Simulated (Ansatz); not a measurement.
# Ti started in the widest void in rutile TiO2, 73 atoms, charge +4

All numbers come from Ansatz (PAW, plane waves, no spin–orbit coupling) at the single k point (¼, ¼, ¼) without its symmetry partners. The atoms were relaxed with PBEsol in a fixed cell; other functionals are single points on those atoms unless said otherwise. The valence top and gap of the host come from its small cell on a dense mesh, with the band extrema sought between the mesh points, lined up by the mean potential, PBEsol gap 1.87 eV, HSE06 gap 3.40 eV. The charge correction uses an assumed dielectric constant of 100.

Relaxed structure:

```
Ti O
1.0
     9.18283    0.00000    0.00000
     0.00000    9.18283    0.00000
     0.00000    0.00000    8.81661
Ti O
25 48
Direct
  0.99046 0.99936 0.00788
  0.01650 0.99280 0.33311
  0.99216 0.99626 0.66126
  0.98005 0.49947 0.00611
  0.00709 0.49406 0.33527
  0.97322 0.50108 0.66170
  0.51304 0.99762 0.00746
  0.48716 0.00435 0.33294
  0.51094 0.00009 0.66098
  0.52307 0.49744 0.00655
  0.49642 0.50267 0.33612
  0.53049 0.49559 0.66233
  0.25432 0.26174 0.16257
  0.24498 0.25226 0.49583
  0.24389 0.20383 0.83503
  0.24970 0.73494 0.16294
  0.25832 0.74476 0.49605
  0.25904 0.79248 0.83556
  0.75213 0.24532 0.17328
  0.75389 0.24004 0.49555
  0.75385 0.24122 0.83553
  0.75117 0.75207 0.17297
  0.74966 0.75632 0.49508
  0.74949 0.75547 0.83541
  0.25172 0.49810 0.81681
  0.15506 0.14498 0.01110
  0.15705 0.15195 0.33364
  0.15377 0.14504 0.65922
  0.17005 0.63733 0.98433
  0.15919 0.64456 0.33481
  0.16802 0.63648 0.68292
  0.65763 0.14621 0.00018
  0.65444 0.14827 0.33441
  0.65706 0.14663 0.66896
  0.66122 0.64709 0.00347
  0.65531 0.65110 0.33428
  0.66370 0.64648 0.66587
  0.33311 0.35999 0.98440
  0.34405 0.35239 0.33487
  0.33534 0.35978 0.68274
  0.34869 0.85162 0.01102
  0.34631 0.84488 0.33387
  0.34909 0.85191 0.65954
  0.84182 0.35008 0.00358
  0.84807 0.34567 0.33444
  0.83943 0.35058 0.66600
  0.84591 0.85050 0.00022
  0.84870 0.84875 0.33428
  0.84623 0.85021 0.66912
  0.09587 0.40067 0.16497
  0.09359 0.40051 0.50583
  0.08317 0.38833 0.83536
  0.09623 0.89345 0.16526
  0.09675 0.89312 0.50357
  0.09955 0.90731 0.83475
  0.59551 0.39460 0.17053
  0.59681 0.39449 0.49649
  0.59827 0.39508 0.83582
  0.59716 0.90069 0.17144
  0.59720 0.90071 0.49864
  0.59578 0.89542 0.83427
  0.40729 0.10378 0.16507
  0.40625 0.10325 0.50345
  0.40401 0.08984 0.83489
  0.40739 0.59597 0.16496
  0.40967 0.59634 0.50571
  0.42016 0.60813 0.83512
  0.90602 0.09616 0.17142
  0.90634 0.09615 0.49864
  0.90764 0.10146 0.83442
  0.90790 0.60209 0.17061
  0.90634 0.60238 0.49656
  0.90500 0.60162 0.83564
```

Chemical potentials μ are those of reference phases of the elements at zero temperature by the same functional (the usual solids, diamond for C, grey Sn, and the molecules H2, N2, O2, F2, Cl2, Br2 and S8).

| functional | E(defect) − E(host) − Σ nμ + q·E_VBM (eV) | monopole (eV) | alignment (eV) | formation energy at E_F = VBM (eV) | moment (μB) | wall time, shared host |
| --- | --- | --- | --- | --- | --- | --- |
| PBEsol | -11.19 | 0.36 | 1.39 | -9.44 | 0 (no spin) | 12 s on NVIDIA GB200 (relaxation) |

Task: Estimate the formation energy and moment that HSE06 gives on these atoms.

Result: -13.43 eV at E_F = VBM (-15.27 eV before the monopole term 0.36 eV and the alignment 1.48 eV), moment 0 (no spin).

HSE06 one-electron levels near the gap (the ten most localised at most), from the host's valence top, not corrected for the charge's images:

```csv
level (eV),spin,filling,atoms sharing it,element of the atom with most weight
-0.27,both,2.00,42.2,spread
3.51,both,0.00,24.6,spread
3.64,both,0.00,29.1,spread
```

All elements are taken at their own reference at once; growth conditions in equilibrium with the host shift these energies, by up to the host's formation enthalpy.

The runs had no spin; a d shell or close levels can favour a state with a moment.

One k point and a cell of this size can leave errors of several tenths of an eV in such numbers.
